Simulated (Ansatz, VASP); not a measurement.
# BiSb: VASP beside Ansatz, part 2 of 2

Aim: how closely do two programs agree when they are given the same cell, functional and k mesh? The cell is generated by rule, not measured, and may not be a known phase. The cell is taken from a series of runs on this material, whose earlier steps may have relaxed, scaled, displaced or heated it; both programs get it as it stands.

VASP 6.6.1 and Ansatz 0.2.0.

So far: Set-up; VASP: zone-centre phonons, PBE.

The structure was built from a prototype and need not be the compound's stable phase.

**3. Ansatz: zone-centre phonons, PBE**

Level of this step: Ansatz beside VASP: Kohn-Sham DFT, plane waves, PBE (Ansatz).

Ansatz runs on its default PAW (the set named soft_2) files.

The same cell, functional, mesh and smearing now go to Ansatz, which takes its cutoff from its data sets.

Input file input.yaml:

```yaml
crystal:
  lattice:
    - [0.0, 3.5712225035, 3.5712225035]
    - [3.5712225035, 0.0, 3.5712225035]
    - [3.5712225035, 3.5712225035, 0.0]
  atoms:
    - { symbol: Bi, position: [0.0, 0.0, 0.0] }
    - { symbol: Sb, position: [0.25, 0.25, 0.25] }
kpoints:
  mp_grid: { grid: [10, 10, 10] }
hamiltonian:
  xc: pbe
scf:
  occupations: { method: methfessel_paxton, width: 0.15 }
output:
  eigenvalues: true
phonons:
  method: dfpt
  qmesh: [2, 2, 2]
  temperatures: { t_max: 1000, t_step: 50 }
  qpath:
    path:
      - [[0.0, 0.0, 0.0], [-0.5, -0.5, 0.0], [-0.375, -0.375, 0.25]]
      - [[-0.375, 0.0, 0.375], [0.0, 0.0, 0.0], [0.0, 0.0, 0.5], [-0.5, -0.25, 0.25], [-0.5, -0.5, 0.0]]
    npoints: 10
```

Launch:

```bash
$ ansatz run input.yaml --threads 4 --pin off --max-ram 7168MiB --backend cpu --events-out ev --progress --plain --runs-dir out
```

Numbers of over 12 decimals in the logs are rounded to 6 here.

Log:

```text
Warning: phonons: the dynamical matrix that this run interpolates holds no multipole term above the dipole-dipole one, and a site of this crystal is no centre of inversion, so its interpolated transverse optical and acoustic branches and sound speeds can stay off near Gamma, and the density of states and the thermodynamics with them. What a run solves at a wave vector of phonons.qpoints, Gamma apart, where the deck admits one, is free of this, and under fd what a larger phonons.supercell samples
Engine: ansatz 0.2.0, aarch64-unknown-linux-gnu
Pseudopotentials: kind: paw
Pseudopotential: Bi, paw, valence charge 15, recommended cutoff 420 eV (normal), Bi.paw.azcp
Pseudopotential: Sb, paw, valence charge 15, recommended cutoff 420 eV (normal), Sb.paw.azcp
Functional definition: PBE
  parameter kappa = 0.804
  parameter beta = 0.066725
  exchange = pbe_x(kappa = kappa, mu = beta*pi^2/3)
  correlation = pbe_c(beta = beta)
Crystal: 2 atoms, lattice volume = 91.092 Å³
Basis set: ecut = 420 eV, 1807 PW (Γ), exchange–correlation on 72×72×72 points (8 copies of the dense FFT grid, shifted against one another)
Bands: 19, of which v1, the nominal top of the filled ones, is band 15 counted from 1 (14 counted from 0)
Symmetry: 24 space group operations
k-points: 47 of 1000 (time reversal used)
Non-local potential: Bi, projectors of the file, l = 0: 2, l = 1: 2, l = 2: 2, l = 3: 2
Non-local potential: Sb, projectors of the file, l = 0: 2, l = 1: 2, l = 2: 2, l = 3: 2
PAW form: soft (Blöchl's): semilocal exchange-correlation on the pseudo side does not see the compensation charge
PAW one-centre angular grid: Bi, 590 points (default); XC on 64 Gauss nodes
PAW one-centre angular grid: Sb, 590 points (default); XC on 64 Gauss nodes
Initial density: superposition of atomic densities (neutral atoms: chi_scale 0, normalization atom), corrected by the library's trained network
Initial wavefunctions: pseudopotential atomic-orbital guess
Functional: x = pbe(κ = 0.804, μ = 0.219515), c = pbe(β = 0.066725)
SCF iter   1: F=—  HF=-18880.587426 eV  |F-HF|=—  |Δ(HF+E_count)|=         —  Δρ=1.24e-3  dr2=2.64e-3  ethr=1.77e-3  ⟨swp⟩=5.8  Hψ=4495  notcnv=0
preconditioner: auto → none  [metal: Δε(μ)=0.017 eV  Ē_g=8.095 eV  σ=0.150 eV  W_gap=0.10  n_scr=14 (ndim 8)  ℏωp=12.3 eV  f_vac=0.151  D(μ)=1.14/eV (n_scr^D=0)  sad-step TF]
SCF iter   2: F=—  HF=-18880.585895 eV  |F-HF|=—  |Δ(HF+E_count)|=   1.53e-3  S|Δr|=    0.00e0  Δρ=6.71e-4  dr2=7.85e-4  ethr=8.79e-6  ⟨swp⟩=2.0  Hψ=1968  notcnv=0
SCF iter   3: F=—  HF=-18880.586043 eV  |F-HF|=—  |Δ(HF+E_count)|=   1.48e-4  S|Δr|=    0.00e0  Δρ=2.89e-4  dr2=7.42e-5  ethr=2.62e-6  ⟨swp⟩=3.0  Hψ=1630  notcnv=0
SCF iter   4: F=—  HF=-18880.586040 eV  |F-HF|=—  |Δ(HF+E_count)|=   2.55e-6  S|Δr|=    0.00e0  Δρ=1.25e-4  dr2=3.18e-5  ethr=2.47e-7  ⟨swp⟩=2.0  Hψ=1369  notcnv=0
SCF iter   5: F=—  HF=-18880.586035 eV  |F-HF|=—  |Δ(HF+E_count)|=   5.18e-6  S|Δr|=    0.00e0  Δρ=7.17e-5  dr2=3.16e-6  ethr=1.06e-7  ⟨swp⟩=2.1  Hψ=1062  notcnv=0
SCF iter   6: F=—  HF=-18880.586025 eV  |F-HF|=—  |Δ(HF+E_count)|=   1.06e-5  S|Δr|=    0.00e0  Δρ=3.04e-5  dr2=5.98e-7  ethr=1.05e-8  ⟨swp⟩=2.0  Hψ=1603  notcnv=0
SCF iter   7: F=—  HF=-18880.586024 eV  |F-HF|=—  |Δ(HF+E_count)|=   2.09e-7  S|Δr|=    0.00e0  Δρ=1.62e-5  dr2=1.68e-7  ethr=1.99e-9  ⟨swp⟩=2.2  Hψ=1590  notcnv=0
SCF iter   8: F=—  HF=-18880.586024 eV  |F-HF|=—  |Δ(HF+E_count)|=   8.80e-8  S|Δr|=    0.00e0  Δρ=3.61e-6  dr2=7.83e-9  ethr=5.60e-10  ⟨swp⟩=2.0  Hψ=1564  notcnv=0
SCF iter   9: F=—  HF=-18880.586024 eV  |F-HF|=—  |Δ(HF+E_count)|=   5.15e-9  S|Δr|=    0.00e0  Δρ=7.20e-7  dr2=3.07e-10  ethr=2.61e-11  ⟨swp⟩=2.0  Hψ=1595  notcnv=0
SCF iter  10: F=-18880.586024 eV  HF=-18880.586024 eV  |F-HF|=7.28e-12  |Δ(HF+E_count)|=  1.86e-10  S|Δr|=    0.00e0  Δρ=2.39e-8  dr2=6.53e-13  ethr=1.00e-12  ⟨swp⟩=5.7  Hψ=5004  notcnv=0
SCF 1 converged in 10 iterations: F = -18880.586024 eV  dr2 = 6.53e-13
  greatest PAW one-centre occupation: 0.996 electrons in one spin orbital (limit 2), on the Sb atom at site 1 (counted from 0), in its partial waves of l = 2
Initial density: read from a saved state, or passed on in memory by an earlier SCF of this step, an earlier step, the calling program or the single point that the run made first
iter 1 solved again at ethr=3.38e-7 eV; its pass at ethr=3.10e-3 eV (dr2=1.01e-4 eV) is discarded
SCF iter   1: F=—  HF=-18880.586018 eV  |F-HF|=—  |Δ(HF+E_count)|=         —  Δρ=1.90e-6  dr2=2.21e-9  ethr=3.38e-7  ⟨swp⟩=3.6  Hψ=7144  notcnv=0
eigensolver tolerance schedule: the retry pair's looser diagonalisation over-reported the residual by 45952.35 of it (diagonalisation noise at an unbounded share of the residual, at the tolerance the schedule requests for it); recorded, not acted on — ethr = c·dr2/N_el stays at c = 1.0e-1
preconditioner: auto → none  [metal: Δε(μ)=0.006 eV  Ē_g=8.087 eV  σ=0.150 eV  W_gap=0.03  n_scr=14 (ndim 8)  ℏωp=12.3 eV  f_vac=0.157  D(μ)=1.15/eV (n_scr^D=0)]
SCF iter   2: F=—  HF=-18880.586024 eV  |F-HF|=—  |Δ(HF+E_count)|=   6.26e-6  S|Δr|=    0.00e0  Δρ=1.69e-6  dr2=3.28e-9  ethr=7.36e-12  ⟨swp⟩=4.1  Hψ=2667  notcnv=0
SCF iter   3: F=—  HF=-18880.586024 eV  |F-HF|=—  |Δ(HF+E_count)|=   1.12e-9  S|Δr|=    0.00e0  Δρ=8.77e-7  dr2=4.14e-10  ethr=7.36e-12  ⟨swp⟩=2.0  Hψ=1527  notcnv=0
SCF iter   4: F=—  HF=-18880.586024 eV  |F-HF|=—  |Δ(HF+E_count)|=  1.06e-10  S|Δr|=    0.00e0  Δρ=6.42e-7  dr2=2.55e-10  ethr=1.38e-12  ⟨swp⟩=1.0  Hψ=893  notcnv=0
SCF iter   5: F=—  HF=-18880.586024 eV  |F-HF|=—  |Δ(HF+E_count)|=  9.09e-11  S|Δr|=    0.00e0  Δρ=3.94e-7  dr2=9.44e-11  ethr=1.00e-12  ⟨swp⟩=1.7  Hψ=1283  notcnv=0
SCF iter   6: F=—  HF=-18880.586024 eV  |F-HF|=—  |Δ(HF+E_count)|=  2.55e-11  S|Δr|=    0.00e0  Δρ=2.88e-7  dr2=5.05e-11  ethr=1.00e-12  ⟨swp⟩=1.0  Hψ=893  notcnv=0
SCF iter   7: F=—  HF=-18880.586024 eV  |F-HF|=—  |Δ(HF+E_count)|=  2.18e-11  S|Δr|=    0.00e0  Δρ=1.79e-7  dr2=1.95e-11  ethr=1.00e-12  ⟨swp⟩=1.0  Hψ=893  notcnv=0
SCF iter   8: F=-18880.586024 eV  HF=-18880.586024 eV  |F-HF|=3.64e-12  |Δ(HF+E_count)|=  3.64e-12  S|Δr|=    0.00e0  Δρ=8.69e-8  dr2=4.50e-12  ethr=1.00e-12  ⟨swp⟩=2.3  Hψ=1934  notcnv=0
SCF 2 converged in 8 iterations: F = -18880.586024 eV  dr2 = 4.50e-12
phonons: the bands overlap, so this run is a metal and interpolates without the dipole-dipole term. If the crystal is really an insulator or semiconductor, its LO-TO splitting is missing
NSCF: frozen V_eff on 47 k-points
WARN: eigensolver did not converge in 12 slots of this pass, the one above among them; of largest residual over every band (k=20): 1 band(s) unlocked (lowest unlocked band 18, counted from 0; max residual 8.43e-4 eV among the unlocked bands, 8.43e-4 eV over every band); of lowest unlocked band (k=8): band 18
NSCF: frozen V_eff on 102 k-points
DFPT response loops at q = (0, 0, 0) (fractional): preconditioner auto → none (partly filled bands, converged f_vac=0.157); β = 0.50; Broyden in place of MSR1
NSCF: frozen V_eff on 564 k-points
DFPT response loops at q = (0, 0, -0.5) (fractional): mixed as the last ones told, above
NSCF: frozen V_eff on 342 k-points
DFPT response loops at q = (0, -0.5, -0.5) (fractional): mixed as the last ones told, above
SCF converged after 10 iterations
Stability not checked: this state was not tested for a lower state beside it, because cold or Methfessel-Paxton smearing, or corrected tetrahedra, fill the levels in a way that the test cannot read (fill_not_monotonic; see scf.lower_state_search)
Free energy (F): -18880.586024 eV
Harris-Foulkes:  -18880.586024 eV  (|F-HF|=7.28e-12)
Internal energy: -18880.585459 eV  (E = F + TS)
E sigma→0 (E₀):  -18880.585883 eV
Entropy (-TS):   -0.000565 eV (-0.283 meV/atom)
Fermi energy:    5.922348 eV
--- Per-component energies (eV) ---
  E_band       = -391.548767
  E_kinetic    = 507.525424
  E_local      = -3877.021164  (includes V_loc(G=0)·N_el)
  E_nonlocal   = 921.386862
  E_hartree    = 1537.370225
  E_xc         = -288.722734
  E_vxc        = -238.927614  (∫ρ·V_xc dr)
  E_paw        = -15237.591212  (= ΣΔE_a)
  E_vpaw       = -779.252340  (= ΣTr[D̂ρ^β])
  E_aug_tail   = -0.000434  (compensation charges beyond the density's cutoff)
  E_ewald      = -2443.532426
  E_smearing   = -0.000565  (= −TS)
  E_closure    = -0.000000  (closes the sum)
  Σ components = -18880.586024   (vs F -18880.586024, Δ=0.00e0)
--- Band table (eV; the first three rows and the last of 47) ---
  k-point 0: bands = [... 11 lower, -0.5712, 4.4270, 4.4270, 4.4270, 6.6449, 6.6449, 6.6449, 9.5679]
  k-point 1: bands = [... 11 lower, -0.7596, 4.3211, 4.3211, 4.3586, 6.7872, 6.7960, 6.7960, 9.9329]
  k-point 2: bands = [... 11 lower, -1.2344, 4.0926, 4.0926, 4.1458, 7.1283, 7.1283, 7.3142, 10.7031]
  k-point 46: bands = [... 11 lower, -3.0912, 2.5861, 2.6052, 6.2410, 6.6786, 8.7908, 8.8934, 11.9183]
--- Phonons (Γ-DFPT): 2 representative perturbations + reference (Σ response iterations 6) ---
  ASR residual: 9.761e-5 → 0.000e0 eV/Å²; symmetrization residual: 6.072e-5 eV/Å²
  ASR residual per site (eV/Å²): 9.76e-5 6.58e-5
  Γ frequencies (cm⁻¹): 0.00 0.00 0.00 115.47 115.47 115.47
--- Phonons (arbitrary-q DFPT): 3 irreducible q on the 2×2×2 mesh ---
  q = [0.0000, 0.0000, 0.0000] (star 1, of the zone-centre solve; hermiticity 3.22e-5, symmetrization 3.38e-12): -0.00 0.00 0.00 115.47 115.47 115.47
  q = [0.0000, 0.0000, -0.5000] (star 4, 2 solved perturbations on 282 of 1000 k-point pairs; hermiticity 2.26e-5, symmetrization 4.04e-12): 12.89 12.89 67.61 100.48 116.03 116.03
  q = [0.0000, -0.5000, -0.5000] (star 3, 4 solved perturbations in 546 linear systems a pass and spin channel, the states on 171 of 1000 k-point pairs; hermiticity 1.83e-5, symmetrization 2.03e-12): 20.26 20.26 55.56 80.42 80.42 104.97
  sum rule: each row above includes the acoustic sum rule's correction from the zone centre's row sums; it moved no ω² by more than (0.38 cm⁻¹)²
  mesh force constants: q→R imaginary residual 1.52e-17; ASR residual 9.761e-5 → 0.000e0 eV/Å²; symmetrization residual 2.665e-15 eV/Å²
  interpolated dispersion: 62 rows × 6 modes
  density of states and harmonic sums: on the 16×16×16 q-mesh, interpolated from the force constants of a 2×2×2 supercell (no non-analytic term)
  largest difference from the sums on the solved wave vectors: F 1.28e-1 eV, S 1.61e-4 and C_V 3.23e-5 eV/K
  zero-point energy: 0.024826 eV/cell   skipped modes (ω ≤ 0): 3   left out of the sums: 1.22e-4 of the cell's modes: C_V's classical limit lies that fraction below 3 k_B per atom; for a crystal, a wire or a layer, F and S can be off by more, and a phonons.interpolated_qmesh denser along its periods is the remedy for the sampling
```

Reading the cycles: dr2 is the Hartree energy of the density residual (eV), the measure of convergence; HF is the Harris–Foulkes estimate of the energy, which meets the free energy F at convergence.

**4. Comparison**

Known differences besides the potentials themselves: VASP's run holds the zone centre alone; the data sets hold 30 valence electrons in Ansatz (on its default PAW (the set named soft_2) files) and 20 in VASP; the cutoff is 420 eV in Ansatz and 500 eV in VASP. Total energies have different zeros and are not compared.

The two programs side by side:

```
                  quantity  Ansatz   VASP  difference
optical mode 1 to 3 (cm⁻¹)   115.5  115.8     -0.32 %
```

Modes are paired by rising frequency, not by their patterns, so a pair may set unlike modes beside each other; they are those without the splitting of longitudinal modes.

**5. Results**

| Item | Value |
| --- | --- |
| r.m.s. difference of the optical zone-centre modes, each program's sorted by frequency (zone-centre phonons, PBE) | 0.37 cm⁻¹ |

In words: The r.m.s. difference of the optical zone-centre modes, each program's sorted by frequency is 0.37 cm⁻¹ (zone-centre phonons, PBE). The data sets hold unlike numbers of valence electrons (30 in Ansatz and 20 in VASP), so part of the differences comes from the potentials. How closely two codes agree says nothing of how well the functional describes the real material.

[Lines on the potential files, build, host, timing and source positions are cut from VASP's logs without a mark.]

[Logs are printed without paths, hosts, clocks, repeated set-up lines and the standing remarks that a program may print on its own settings, such as how far it seeks lower states.]

[Hosts, paths, dates, database ids (printed as entryN), source tags and the programs' standing remarks are cut or masked in the printed files.]
